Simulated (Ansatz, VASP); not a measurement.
## One calculation of TiC, two programs

File INCAR:

```
  PREC = Accurate
  ENCUT = 520
  EDIFF = 1E-6
  ISMEAR = -1
  SIGMA = 0.05
  LREAL = False
  LASPH = True
  NELM = 150
  ALGO = Normal
  ISIF = 2
  LWAVE = False
  LCHARG = False
  LMAXMIX = 4
  LDAU = True
  LDAUTYPE = 2
  LDAUL = 2 -1
  LDAUU = 3 0
  LDAUJ = 0 0
  LDAUPRINT = 1
  GGA = PS
  NBANDS = 15
```

KPOINTS

```
regular mesh
0
Gamma
  11 11 11
```

File POSCAR:

```
TiC
1.0
    0.0000000000      2.1657188437      2.1657188437
    2.1657188437      0.0000000000      2.1657188437
    2.1657188437      2.1657188437      0.0000000000
Ti C
1 1
Direct
    0.0000000000      0.0000000000      0.0000000000
    0.5000000000      0.5000000000      0.5000000000
```

Contents of input.yaml:

```yaml
crystal:
  lattice:
    - [0.0, 2.1657188437, 2.1657188437]
    - [2.1657188437, 0.0, 2.1657188437]
    - [2.1657188437, 2.1657188437, 0.0]
  atoms:
    - { symbol: Ti, position: [0.0, 0.0, 0.0] }
    - { symbol: C, position: [0.5, 0.5, 0.5] }
hamiltonian:
  xc: pbesol
  pseudopotentials: { kind: paw }
  hubbard: { sites: [{ species: Ti, l: d, u_eff: 3.0 }] }
kpoints:
  mp_grid: { grid: [11, 11, 11] }
  band_path:
    path:
      - [[0.0, 0.0, 0.0], [0.5, 0.0, 0.5], [0.5, 0.25, 0.75], [0.375, 0.375, 0.75], [0.0, 0.0, 0.0], [0.5, 0.5, 0.5], [0.625, 0.25, 0.625], [0.5, 0.25, 0.75], [0.5, 0.5, 0.5], [0.375, 0.375, 0.75]]
      - [[0.625, 0.25, 0.625], [0.5, 0.0, 0.5]]
    npoints: 14
scf:
  occupations: { method: fermi_dirac, width: 0.05 }
  n_extra_bands: 6
output:
  forces: true
  stress: true
  eigenvalues: true
  fatbands: false
```

The cell is a database's computed one.

Alike in both runs: functional PBEsol; k mesh 11 × 11 × 11; occupations fermi-dirac, width 0.05 eV; no spin polarisation; Hubbard terms Ti d U = 3.0 eV.

|  | VASP | Ansatz |
| --- | --- | --- |
| version | VASP 6.6.1 | Ansatz 0.2.0 |
| potentials or method | VASP PAW PBE potentials, release 64 (Ti_sv, C) | Ansatz PAW |
| plane-wave cutoff (eV) | 520 | 420 |
| valence electrons in the cell | 16 | 16 |
| task | single point | band structure |

|  | VASP | Ansatz | Ansatz less VASP |
| --- | --- | --- | --- |
| gap on the k mesh at the Fermi level (eV) | none | none | - |
| pressure (GPa) | 2.2 | -2.0 | -4.13 |

The programs project onto different local orbitals, so the same U acts differently. A gap of «none» marks a metal or a gap that the smearing closes.

Caveats: U without spin polarisation on a metal has little footing; the U is typed as a test and isn't derived for this compound; the PAW data sets were made with another functional, which shifts forces and pressure a little (VASP); the PAW data sets come from PBE, with cores solved anew for the run's functional, which leaves a small shift of forces and pressure (Ansatz).
